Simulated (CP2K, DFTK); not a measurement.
Given: the input of a run of DFTK 0.8.2 on Zn (Zinc). 

run.jl

```julia
using DFTK
using PseudoPotentialData
using Unitful, UnitfulAtomic
using LinearAlgebra, Printf
include("save.jl")
disable_threading()

# lattice vectors are the columns
lattice = austrip(1u"Å") * [          2.67         -1.335            0.0;
                      0.0   2.3122878281            0.0;
                      0.0            0.0          4.966]
symbols   = [:Zn, :Zn]
positions = [[0.6666666667, 0.3333333333, 0.75],
             [0.3333333333, 0.6666666667, 0.25]]
pseudopotentials = Dict(:Zn => "Zn.upf")
elements = Dict(s => ElementPsp(s, pseudopotentials; rcut=10.0) for s in unique(symbols))
atoms    = [elements[s] for s in symbols]

build_model(lattice, positions; symmetries=true) =
    model_DFT(lattice, atoms, positions;
              functionals=r2SCAN(),
              temperature=austrip(0.05u"eV"),
              smearing=Smearing.FermiDirac(),
              symmetries)
Ecut  = 45.0  # hartree
kgrid = [11, 11, 6]
tol   = 1e-6
to_GPa = ustrip(uconvert(u"GPa", 1u"hartree/bohr^3"))

model = build_model(lattice, positions)
basis = PlaneWaveBasis(model; Ecut, kgrid)
display(basis)
scfres = self_consistent_field(basis;
                               tol,
                               nbandsalg=AdaptiveBands(model; n_bands_converge=25))
display(scfres.energies)
@printf "Fermi level: %.6f eV\n" ustrip(auconvert(u"eV", something(scfres.εF, NaN)))
forces = compute_forces_cart(scfres)
println("Forces (eV/Å)")
for (s, f) in zip(symbols, forces)
    @printf "%-3s %12.6f %12.6f %12.6f\n" s ustrip.(auconvert.(u"eV/Å", f))...
end
stress = compute_stresses_cart(scfres)
println("Stress (GPa)")
display(round.(stress * to_GPa; digits=4))
println("Levels at the first k-point (eV): ", round.(ustrip.(auconvert.(u"eV", scfres.eigenvalues[1][1:scfres.n_bands_converge])); digits=4))
save_scf!(scfres; forces, stress)
```

Potentials or basis: SG15 1.2 (PBE).

The run is started by

```sh
$ julia --threads=1 run.jl  # save.jl only writes the numbers to a file and isn't shown; printed stress counts tension as positive; times include loading and compiling
```

Problem. Set up the same calculation for CP2K 2026.2. Potentials or basis there: POTENTIAL_UZH Zn GTH-SCAN-q12; TZVP-MOLOPT-SCAN-GTH basis.

Solution. As run (cutoffs and basis follow the program's own potentials, and thresholds, step limits or extra output files can differ):

File zn_scf.inp:

```
&GLOBAL
  PROJECT zn_scf
  RUN_TYPE ENERGY_FORCE
  PRINT_LEVEL LOW
&END GLOBAL
&FORCE_EVAL
  METHOD QS
  STRESS_TENSOR ANALYTICAL
  &DFT
    BASIS_SET_FILE_NAME BASIS_MOLOPT_UZH
    POTENTIAL_FILE_NAME POTENTIAL_UZH
    &MGRID
      CUTOFF 675
      REL_CUTOFF 60
      NGRIDS 5
    &END MGRID
    &QS
      METHOD GPW
      EPS_DEFAULT 1.0E-9
    &END QS
    &KPOINTS
      SCHEME MONKHORST-PACK 11 11 6
      GAMMA_CENTERED T
      SYMMETRY T
      SYMMETRY_BACKEND SPGLIB
    &END KPOINTS
    &SCF
      SCF_GUESS ATOMIC
      EPS_SCF 1.0E-6
      MAX_SCF 100
      ADDED_MOS 10
      CHOLESKY OFF
      EPS_EIGVAL 1.0E-7
      &DIAGONALIZATION ON
        ALGORITHM STANDARD
      &END DIAGONALIZATION
      &MIXING ON
        METHOD BROYDEN_MIXING
        ALPHA 0.4
        BETA 1.5
        NBUFFER 8
      &END MIXING
      &SMEAR ON
        METHOD FERMI_DIRAC
        ELECTRONIC_TEMPERATURE 580.23
      &END SMEAR
    &END SCF
    &XC
      &XC_FUNCTIONAL
        &MGGA_X_R2SCAN
        &END MGGA_X_R2SCAN
        &MGGA_C_R2SCAN
        &END MGGA_C_R2SCAN
      &END XC_FUNCTIONAL
    &END XC
    &PRINT
      &KPOINTS ON
      &END KPOINTS
      &MULLIKEN ON
      &END MULLIKEN
      &MO ON
        ENERGIES T
        OCCUPATION_NUMBERS T
        &EACH
          QS_SCF 0
        &END EACH
        ADD_LAST NUMERIC
      &END MO
    &END PRINT
  &END DFT
  &SUBSYS
    &CELL
      A 2.6700000000 0.0000000000 0.0000000000
      B -1.3350000000 2.3122878281 0.0000000000
      C 0.0000000000 0.0000000000 4.9660000000
      PERIODIC XYZ
    &END CELL
    &COORD
      Zn  1.3350000001 0.7707626093 3.7245000000
      Zn  -0.0000000001 1.5415252188 1.2415000000
    &END COORD
    &KIND Zn
      BASIS_SET TZVP-MOLOPT-SCAN-GTH-q12
      POTENTIAL GTH-SCAN-q12
    &END KIND
    &PRINT
      &ATOMIC_COORDINATES ON
      &END ATOMIC_COORDINATES
      &CELL ON
      &END CELL
    &END PRINT
  &END SUBSYS
  &PRINT
    &FORCES ON
    &END FORCES
    &STRESS_TENSOR ON
    &END STRESS_TENSOR
  &END PRINT
&END FORCE_EVAL
```

Potentials or basis: POTENTIAL_UZH Zn GTH-SCAN-q12; TZVP-MOLOPT-SCAN-GTH basis.

Command:

```console
$ OMP_NUM_THREADS=1 cp2k.psmp -i zn_scf.inp -o zn_scf.out
```

Both were run:

|  | DFTK | CP2K |
| --- | --- | --- |
| Pressure | -3.8 GPa | -5.9 GPa |

The potentials hold 40 and 24 valence electrons a cell.

DFTK's potentials were made for PBE.

Pressure is positive in compression.
